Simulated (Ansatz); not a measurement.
# Ti3Al: the cost of one run

Method: DFT LDA, scalar-relativistic, plane waves, PAW, in Ansatz 0.2.0.

1 further run of the same task is left out (set aside as unsound or not needed).

### Step 1. The system as given

The structure is hexagonal, space group P-6m2 (No. 187). The conventional cell has a = 2.861 Å, b = 2.861 Å, c = 9.051 Å, α = 90.00°, β = 90.00°, γ = 120.00°. Around Ti (site symmetry -6m2) lie 12 Ti at 2.79 to 2.86 Å. Around Ti (site symmetry 3m) lie 9 Ti at 2.79 to 2.86 Å and 3 Al at 2.81 Å. Al (site symmetry -6m2) has 6 Ti at 2.81 Å and 6 Al at 2.86 Å as nearest neighbours.

Coordinates:

```
Ti Al
1.0
     2.86094    0.00000    0.00000
    -1.43047    2.47765    0.00000
     0.00000    0.00000    9.05134
Ti Al
3 1
Direct
  0.66667 0.33333 0.00000
  0.33333 0.66667 0.75152
  0.33333 0.66667 0.24848
  0.66667 0.33333 0.50000
```

It goes back to an entry of the Materials Project, which need not be the stable form.

This cell was relaxed beforehand with the same method: volume 16.04 Å³/atom, gap on the mesh none (metal).

### Step 2. What is varied

The energy is mapped over two normal modes frozen in (zone-centre modes of the cell shown).

First coordinate, amplitude of mode 4 (88 cm⁻¹), largest displacement: 7 values from −0.396 Å. Second coordinate, amplitude of mode 5 (88 cm⁻¹), largest displacement: 7 values from −0.396 Å.

Nothing else is relaxed (the cell and all other modes fixed). Energies count from the relaxed high-symmetry cell. Points are written as (first, second).

The modes come from a phonon run on the reference cell, made beforehand.

The patterns, per unit of each coordinate (Å):

| atom | x1 | y1 | z1 | x2 | y2 | z2 |
| --- | --- | --- | --- | --- | --- | --- |
| Ti1 | 1.000 | 0.000 | 0.000 | 0.000 | 1.000 | 0.000 |
| Ti2 | -0.346 | 0.000 | 0.000 | 0.000 | -0.346 | 0.000 |
| Ti3 | -0.346 | 0.000 | 0.000 | 0.000 | -0.346 | 0.000 |
| Al4 | -0.545 | 0.000 | 0.000 | 0.000 | -0.545 | 0.000 |

### Step 3. The run at (−0.132 Å, −0.396 Å)

input.yaml reads:

```yaml
crystal:
  lattice:
    - [2.8609400907, 0.0, 0.0]
    - [-1.4304700453, 2.4776467973, 0.0]
    - [0.0, 0.0, 9.0513401041]
  atoms:
    - { symbol: Ti, position: [0.5406134481, 0.1735042566, 0.0] }
    - { symbol: Ti, position: [0.3770032413, 0.7220378912, 0.751522362] }
    - { symbol: Ti, position: [0.3770032413, 0.7220378912, 0.248477638] }
    - { symbol: Al, position: [0.735346755, 0.4204161959, 0.5] }
basis:
  ecutwfc: 520.0
kpoints:
  mp_grid: { grid: [15, 15, 6] }
hamiltonian:
  xc: lda
  pseudopotentials: { kind: paw, azcp: { folder: soft_1 } }
scf:
  occupations: { method: gaussian, width: 0.15 }
output:
  forces: true
  stress: true
  eigenvalues: true
```

Run with:

```console
> ansatz run input.yaml --threads 2 --pin off --max-ram 4096MiB --backend cpu --events-out ev --progress --plain --runs-dir out
```

What time and memory should one allow on 2 threads of Arm Neoverse N1, shared host?

About 77 s, with a peak of 0.92 GiB.
